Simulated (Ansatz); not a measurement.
LaAlO₃ (cubic perovskite)

```
LaAlO3
1.0
    3.81241     0.00000     0.00000
    0.00000     3.81241     0.00000
    0.00000     0.00000     3.81241
La Al O
1 1 3
Cartesian
  0.00000   0.00000   0.00000
  1.90621   1.90621   1.90621
  0.00000   1.90621   1.90621
  1.90621   1.90621   0.00000
  1.90621   0.00000   1.90621
```

Grid over V/V₀ and (c/a)/(c/a)₀, subscript 0 meaning the relaxed cell; the conventional c axis lies along z; no internal relaxation.

The numbers are results of PBE (plane waves to 420 eV, PAW, scalar-relativistic; Ansatz, a program for electronic structure), not measurements. k mesh 9×9×9 (Γ-centred), Fermi-Dirac smearing 0.05 eV. Energies are smeared free energies. LaAlO3 is run without spin polarisation. LaAlO3 was relaxed with its symmetry unable to fall. This is a high-temperature form of LaAlO3.

Changes of ΔE (kJ/mol of atoms) from the point V/V₀ = 1.000, (c/a)/(c/a)₀ = 1.000 when one coordinate moves alone (two changes are said to add if the coupling is within 5 % of the smaller one, nearly so within 20 %):

| point | change |
|---|---|
| V/V₀ = 1.000, (c/a)/(c/a)₀ = 0.880 | 8.078 |
| V/V₀ = 1.000, (c/a)/(c/a)₀ = 0.940 | 1.790 |
| V/V₀ = 0.920, (c/a)/(c/a)₀ = 1.000 | 4.744 |
| V/V₀ = 0.960, (c/a)/(c/a)₀ = 1.000 | 1.100 |
| V/V₀ = 1.040, (c/a)/(c/a)₀ = 1.000 | 0.953 |
| V/V₀ = 1.080, (c/a)/(c/a)₀ = 1.000 | 3.578 |
| V/V₀ = 1.000, (c/a)/(c/a)₀ = 1.060 | 1.491 |
| V/V₀ = 1.000, (c/a)/(c/a)₀ = 1.120 | 5.572 |

Question: What is the change at V/V₀ = 1.040, (c/a)/(c/a)₀ = 1.060, where both move, and how far is it from the sum?

Answer: The sum of the single changes is 0.953 + (1.491) = 2.444; the calculation gives 2.260, so the coupling contributes -0.184 (under 20 % of the smaller single change, nearly additive).

Question: What is the change at V/V₀ = 0.920, (c/a)/(c/a)₀ = 0.940, where both move, and how far is it from the sum?

Answer: The sum of the single changes is 4.744 + (1.790) = 6.534; the calculation gives 7.025, so the coupling contributes 0.491 (over 20 % of the smaller single change, not additive).

(A scan under strain: stresses follow from slopes of the energy per volume, elastic moduli from its curvatures.)
